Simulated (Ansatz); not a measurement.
AlPt: band structure with PBEsol

Crystal: AlPt.

```
CELL_PARAMETERS angstrom
3.09155 0.00000 0.00000
0.00000 3.09155 0.00000
0.00000 0.00000 3.09155
ATOMIC_POSITIONS crystal
Pt 0.50000 0.50000 0.50000
Al 0.00000 0.00000 0.00000
```

Measurements of this composition are mostly on another form, of space group No. 198.

* Program: Ansatz 0.2.0
* Task: band structure
* Functional: PBEsol
* Potentials or basis: all-electron LAPW, scalar-relativistic
* Cutoff: 229 eV (chosen from the basis error)
* Basis error allowed: 0.001 eV/atom
* k mesh: 9 × 9 × 9
* Occupations: fermi-dirac, width 0.05 eV
* Spin: no spin polarisation

```yaml
Pressure: -5.7 GPa
Band_gap_along_the_path: none (metal or under the smearing width)
```

Levels at the corners of the path, in eV from the Fermi level:
```
point  band 24  band 25  band 26  band 27  band 28  band 29
    Γ    -2.58    -2.58    -2.58     3.90     3.90     3.90
    X    -4.00    -4.00    -2.38    -0.87     6.18     8.62
    M    -3.65    -3.06    -3.06    -1.36     1.00     3.42
    Γ    -2.58    -2.58    -2.58     3.90     3.90     3.90
    R    -1.28    -1.28     0.66     1.82     1.82     1.82
    X    -4.00    -4.00    -2.38    -0.87     6.18     8.62
```

Wall time 11 s on 1 thread of Arm Neoverse V2, with other jobs on the host, peak memory 0.3 GiB.

Caveat: spin-orbit coupling is left out, which moves the levels of the heavy elements.
